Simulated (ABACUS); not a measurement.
Input of an ABACUS 3.10.1 run:

Contents of run_abacus.py:

```python
"""ABACUS run from a structure file: ASE reads it, the script writes STRU, KPT and INPUT."""
import re
import subprocess
from ase.io import read
from ase.units import Bohr

atoms = read("POSCAR")
atoms = atoms[(-atoms.numbers).argsort(kind="stable")]  # ABACUS lists atoms element by element
pseudo = {'Pb': 'Pb_ONCV_PBE-1.2.upf', 'Te': 'Te_ONCV_PBE-1.2.upf'}
orbital = {}
magmoms = None
kmesh = [4, 4, 4]
params = {
    'suffix': 'TePb',
    'calculation': 'scf',
    'basis_type': 'pw',
    'pseudo_dir': './',
    'symmetry': 1,
    'dft_functional': 'MGGA_X_M06_L+MGGA_C_M06_L',
    'ecutwfc': 96,
    'pseudo_rcut': 10,
    'nspin': 1,
    'nbands': 25,
    'ks_solver': 'dav',
    'smearing_method': 'fd',
    'smearing_sigma': 0.00367493,
    'scf_thr': 1e-08,
    'scf_nmax': 100,
    'mixing_type': 'broyden',
    'mixing_beta': 0.7,
    'cal_force': 1,
    'cal_stress': 1,
    'mixing_tau': 1,
    'out_chg': 1,
    'kpar': 4,
}

symbols = atoms.get_chemical_symbols()
elements = list(dict.fromkeys(symbols))
lines = ["ATOMIC_SPECIES"] + [f"{e} {atoms.get_masses()[symbols.index(e)]:.4f} {pseudo[e]}" for e in elements]
if orbital:
    lines += ["", "NUMERICAL_ORBITAL"] + [orbital[e] for e in elements]
lines += ["", "LATTICE_CONSTANT", f"{1 / Bohr:.10f}", "", "LATTICE_VECTORS"]
lines += [" ".join(f"{x:.10f}" for x in v) for v in atoms.cell]
lines += ["", "ATOMIC_POSITIONS", "Direct"]
for e in elements:
    lines += ["", e, "0.0", str(symbols.count(e))]
    for i, p in enumerate(atoms.get_scaled_positions(wrap=False)):
        if symbols[i] == e:
            mag = "" if magmoms is None else " mag " + " ".join(str(x) for x in (magmoms[i] if isinstance(magmoms[i], list) else [magmoms[i]]))
            lines.append(" ".join(f"{x:.10f}" for x in p) + " 1 1 1" + mag)
open("STRU", "w").write("\n".join(lines) + "\n")
open("KPT", "w").write("K_POINTS\n0\nGamma\n%d %d %d 0 0 0\n" % tuple(kmesh))
open("INPUT", "w").write("INPUT_PARAMETERS\n" + "".join(f"{k:<20s}{v}\n" for k, v in params.items()))

done = subprocess.run(['mpirun', '-np', '4', 'abacus'])
if done.returncode:
    raise SystemExit(done.returncode)
log = open("OUT.TePb/running_scf.log").read()
print("final energy (eV):", re.findall(r"FINAL_ETOT_IS (\S+)", log))
```

POSCAR

```
TePb
1.0
    0.0000000000      3.2310000000      3.2310000000
    3.2310000000      0.0000000000      3.2310000000
    3.2310000000      3.2310000000      0.0000000000
Pb Te
1 1
Direct
    0.0000000000      0.0000000000      0.0000000000
    0.5000000000      0.5000000000      0.5000000000
```

Potentials or basis: SG15 ONCV 1.2 PBE, plane waves.

Command:

```console
$ OMP_NUM_THREADS=1 python run_abacus.py > log
```

(1) Estimate the pressure.

(2) Estimate the band gap on the k mesh.

## Answers

(1) 3.7 GPa.

(2) 0.87 eV, direct.

Caveat: the k mesh is coarse (spacing up to 0.42 Å⁻¹), so the values aren't converged; the potentials were made for another functional, which shifts forces and pressure; spin-orbit coupling is left out, which as a rule narrows the gap of such compounds by several tenths of an eV.
